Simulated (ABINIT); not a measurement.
# Quasiparticle gap of InP (F-43m) in ABINIT, part 3 of 3

Wanted: ground state, empty states, screening and self-energy for InP (F-43m).

ABINIT 10.8.3; PBE and many-body steps on it, plane waves. Known limits of the many-body steps: not at the basis limit; mesh may overstate the screening; no spin-orbit coupling; coarse k mesh.

So far. Step 4 (Empty states on the mesh, 4×4×4 mesh, 395 bands): On this mesh the gap is 0.688 eV. Step 5 (Screening, 4×4×4 mesh, 387 bands, screening to 359.2 eV): Local fields lower ε∞ by 5 %. On a Γ-centred mesh this coarse the value itself is usually too large, while a short band sum pulls it down.

## Step 6: Self-energy, 4×4×4 mesh, 387 bands, screening to 359.2 eV

The self-energy is evaluated for the states that the input lists, and the levels follow from it, in one-shot runs by the linearised quasiparticle equation.

This step: G0W0 on PBE, plane waves, norm-conserving pseudopotentials.

File run.abi:

```
acell 3*1.0 Angstrom
rprim 
  -0.000000000000 2.934350000000 2.934350000000
  2.934350000000 -0.000000000000 2.934350000000
  2.934350000000 2.934350000000 -0.000000000000
ntypat 2
znucl 49 15
natom 2
typat 1 2
xred 
  0.000000000000 0.000000000000 0.000000000000
  0.250000000000 0.250000000000 0.250000000000
pp_dirpath "pseudos"
pseudos "In.upf, P.upf"
ecut 33
ngkpt 4 4 4
nshiftk 1
shiftk 0 0 0
kptopt 1
chksymbreak 0
istwfk *1
occopt 1
irdwfk 1
optdriver 4
nband 387
gwcalctyp 0
ecutsigx 33
symsigma 1
nkptgw 3
kptgw 
  0.0000000000 0.0000000000 0.0000000000
  0.5000000000 0.0000000000 0.0000000000
  0.5000000000 0.5000000000 0.0000000000
bdgw 
  11 17
  12 16
  12 15
ecuteps 13.2
irdscr 1
ppmodel 1
indata_prefix "in"
outdata_prefix "out"
tmpdata_prefix "tmp"
```

Started as:

```bash
> OMP_NUM_THREADS=1 mpirun -n 8 abinit run.abi > log
```

Numbers of over 12 decimals in the logs are rounded to 6 here.

Log:

```text
.Version 10.8.3 of ABINIT. v10.8.2 released Aug 2026.

 Symmetries : space group F-4 3 m (#216); Bravais cF (face-center cubic)
[... echo of the input left out ...]
== DATASET  1 ==================================================================
-   mpi_nproc: 8, omp_nthreads: 1 (-1 if OMP is not activated)

--- !DatasetInfo
iteration_state: {dtset: 1, }
dimensions: {natom: 2, nkpt: 8, mband: 387, nsppol: 1, nspinor: 1, nspden: 1, mpw: 3119, }
cutoff_energies: {ecut:  33.0, pawecutdg:  -1.0, }
electrons: {nelect:   2.60000000E+01, charge:   0.00000000E+00, occopt:   1.00000000E+00, tsmear:   1.00000000E-02, }

 SIGMA: Calculation of the GW corrections

 Based on a program developped by R.W. Godby, V. Olevano, G. Onida, and L. Reining.
 Incorporated in ABINIT by V. Olevano, G.-M. Rignanese, and M. Torrent.
.Using double precision arithmetic ; gwpc =  8

[... cell and pseudopotentials left out ...]
--------------------------------------------------------------------------------

 ==== K-mesh for the wavefunctions ====
 Number of points in the irreducible wedge :     8
[... list of points left out ...]
 Together with 24 symmetry operations and time-reversal symmetry
 yields    64 points in the full Brillouin Zone.

 ==== Q-mesh for screening function ====
 Number of points in the irreducible wedge :     8
[... list of points left out ...]
 Together with 24 symmetry operations and time-reversal symmetry
 yields    64 points in the full Brillouin Zone.

 vcoul_init : cutoff-mode = AUXILIARY_FUNCTION
 q-points for optical limit:   1
     1)      0.000010    0.000020    0.000030
 setmesh: FFT mesh size selected  =    45x   45x   45
          total number of points  =        91125

 Number of electrons calculated from density =   26.0000; Expected =   26.0000
 average of density, n =  0.076245
 r_s =    1.4630
 omega_plasma =   26.6355 [eV]

 === KS Band Gaps ===
  >>>> For spin  1
   Minimum direct gap =   0.6876 [eV], located at k-point      :   0.0000  0.0000  0.0000
   Fundamental gap    =   0.6876 [eV], Top of valence bands at :   0.0000  0.0000  0.0000
                                       Bottom of conduction at :   0.0000  0.0000  0.0000
 SIGMA fundamental parameters:
 PLASMON POLE MODEL  1
 number of plane-waves for SigmaX                 3119
 number of plane-waves for SigmaC and W            749
 number of plane-waves for wavefunctions          3119
 number of bands                                   387
 number of independent spin polarizations            1
 number of spinorial components                      1
 number of k-points in IBZ                           8
 number of q-points in IBZ                           8
 number of symmetry operations                      24
 number of k-points in BZ                           64
 number of q-points in BZ                           64
 number of frequencies for dSigma/dE                 9
 frequency step for dSigma/dE [eV]                0.25
 number of omega for Sigma on real axis              0
 max omega for Sigma on real axis  [eV]           0.00
 zcut for avoiding poles [eV]                     0.10

 EPSILON^-1 parameters (SCR file):
 dimension of the eps^-1 matrix on file            749
 dimension of the eps^-1 matrix used               749
 number of plane-waves for wavefunctions          3119
 number of bands                                   387
 number of q-points in IBZ                           8
 number of frequencies                               2
 number of real frequencies                          1
 number of imag frequencies                          1

 matrix elements of self-energy operator (all in [eV])

 Perturbative Calculation

--- !SelfEnergy_ee
iteration_state: {dtset: 1, }
kpoint     : [   0.000,    0.000,    0.000, ]
spin       : 1
KS_gap     :    0.688
QP_gap     :    1.354
Delta_QP_KS:    0.667
data: !SigmaeeData |
     Band     E0 <VxcDFT>   SigX SigC(E0)      Z dSigC/dE  Sig(E)    E-E0       E
       11   4.922 -12.904 -14.799   0.928   0.775  -0.290 -13.653  -0.749   4.174
       12   4.922 -12.904 -14.799   0.928   0.775  -0.290 -13.653  -0.749   4.174
       13   4.922 -12.904 -14.799   0.928   0.775  -0.290 -13.653  -0.749   4.174
       14   5.610 -11.727  -7.731  -4.100   0.790  -0.266 -11.809  -0.082   5.528
       15   9.010 -10.776  -6.305  -4.430   0.794  -0.260 -10.743   0.033   9.042
       16   9.010 -10.776  -6.305  -4.430   0.794  -0.260 -10.743   0.033   9.042
       17   9.010 -10.776  -6.305  -4.430   0.794  -0.260 -10.743   0.033   9.042

--- !SelfEnergy_ee
iteration_state: {dtset: 1, }
kpoint     : [   0.500,    0.000,    0.000, ]
spin       : 1
KS_gap     :    2.454
QP_gap     :    3.181
Delta_QP_KS:    0.727
data: !SigmaeeData |
     Band     E0 <VxcDFT>   SigX SigC(E0)      Z dSigC/dE  Sig(E)    E-E0       E
       12   3.957 -12.265 -14.519   1.249   0.774  -0.292 -13.043  -0.778   3.179
       13   3.957 -12.265 -14.519   1.249   0.774  -0.292 -13.043  -0.778   3.179
       14   6.411 -11.248  -7.240  -4.072   0.795  -0.258 -11.299  -0.052   6.360
       15   9.727 -10.470  -5.863  -4.609   0.793  -0.262 -10.472  -0.002   9.725
       16   9.727 -10.470  -5.863  -4.609   0.793  -0.262 -10.472  -0.002   9.725

--- !SelfEnergy_ee
iteration_state: {dtset: 1, }
kpoint     : [   0.500,    0.500,    0.000, ]
spin       : 1
KS_gap     :    4.074
QP_gap     :    4.657
Delta_QP_KS:    0.583
data: !SigmaeeData |
     Band     E0 <VxcDFT>   SigX SigC(E0)      Z dSigC/dE  Sig(E)    E-E0       E
       12   2.616 -11.399 -14.174   1.690   0.770  -0.298 -12.235  -0.836   1.780
       13   2.616 -11.399 -14.174   1.690   0.770  -0.298 -12.235  -0.836   1.780
       14   6.689  -9.195  -5.564  -3.944   0.807  -0.239  -9.447  -0.252   6.437
       15   7.190 -10.683  -6.692  -4.099   0.797  -0.255 -10.769  -0.086   7.104

== END DATASET(S) ==============================================================
================================================================================

 -outvars: echo values of variables after computation  --------
           etotal      0.0000000000E+00
            nband         387
             nkpt           8
          spgroup         216
 [... the other variables as echoed above ...]

 Calculation completed.
```

The job ended after 3.6 min (8 MPI ranks of AMD EPYC 7B13 (Zen 3), shared host; peak memory 5.5 GiB).

This step gave:

```yaml
g0w0_gap_on_the_points_computed: 1.354 eV
starting_gap_on_the_mesh: 0.6876 eV
k_of_the_valence_top: 0, 0, 0
k_of_the_conduction_bottom: 0, 0, 0
z_at_the_valence_top: 0.775
z_at_the_conduction_bottom: 0.79
least_direct_g0w0_gap_on_the_computed_points: 1.354 eV
```

The gap on the mesh goes from 0.69 eV to 1.35 eV, a correction of +0.67 eV.

Limits: finite bands, cutoff and mesh; no spin-orbit coupling; coarse k mesh. v1 is the top filled band, c1 the lowest empty one. The levels before and after the correction (eV, zero at the valence-band top of each column):

|  | conduction bottom | valence top |
| --- | --- | --- |
| Kohn-Sham | 0.69 | 0.00 |
| G0W0 | 1.35 | 0.00 |

|  | level | energy (eV) |
| --- | --- | --- |
| Kohn-Sham | Γ v3-v1 | 0.000 |
| Kohn-Sham | Γ c1 | 0.688 |
| Kohn-Sham | Γ c2-c4 | 4.087 |
| G0W0 | Γ v3-v1 | 0.000 |
| G0W0 | Γ c1 | 1.354 |
| G0W0 | Γ c2-c4 | 4.868 |

## Step 7: Where the time went

Times are wall times on 8 MPI ranks of AMD EPYC 7B13 (Zen 3), shared host, good to a factor of about two.

| step | time | share | memory (GiB) |
| --- | --- | --- | --- |
| ground state | 7.3 s | 2 % | 0.68 |
| bands along the symmetry lines | 8.5 s | 2 % | 0.61 |
| empty states on the mesh | 19 s | 4 % | 4.7 |
| screening | 3 min | 42 % | 3.9 |
| self-energy | 3.6 min | 50 % | 5.5 |

## Step 8: What came out

```
PBE gap              : 0.69 eV, direct
G0W0 gap on the mesh : 1.35 eV
GW settings          : 4×4×4 mesh, 387 bands, screening to 359.2 eV, Godby-Needs plasmon pole
known limits         : not at the basis limit; mesh may overstate the screening; no spin-orbit coupling; coarse k mesh
```

What this shows: G0W0 moves the gap on the mesh from 0.69 eV to 1.35 eV (+0.67 eV), with Z of 0.78 and 0.79 at the edges. Local fields lower the RPA ε∞ on this mesh from 49.81 to 47.17; a Γ-centred mesh this coarse tends to raise both, most where the direct gap is narrow, while a short band sum lowers them. Only 3 of the mesh's irreducible points were corrected, so a valley elsewhere could overtake. Bands and cutoff are finite, so the gap is not at the basis limit. The miss can reach some tenths of an eV and take either sign; the mesh is an error of its own. In the G0W0 run levels were corrected at 3 k points alone, so a gap called «on the mesh» is the least over those, and an edge elsewhere would be missed. The 4×4×4 mesh is coarse for this cell, which bears on the long-range parts of exchange and screening. The RPA ε∞ on this mesh reaches over 25; with a narrow direct gap a coarse mesh can overstate it, and the correction is then too small. The many-body steps are scalar-relativistic: spin-orbit coupling is not in them.

[Paths, hosts, dates, memory and timing lines, banners, echoed tables and standing remarks are left out of the program output.]

[Logs are printed without paths, hosts, clocks, repeated set-up lines and the standing remarks that a program may print on its own settings, such as how far it seeks lower states.]

[Runs of the session that timed out or met a known fault of the program may be left out.]

[Hosts, paths, dates, database ids (printed as entryN), source tags and the programs' standing remarks are cut or masked in the printed files.]

[G0W0 gaps are taken among the corrected bands and points alone; a level outside them can change the order at an edge.]

[Where Ansatz stands beside ABINIT at settings called matched, ABINIT's density can come from a denser mesh and the files from another edition; pairs whose starting gaps differed by over 0.03 eV were left out, so agreement reads better than it is.]
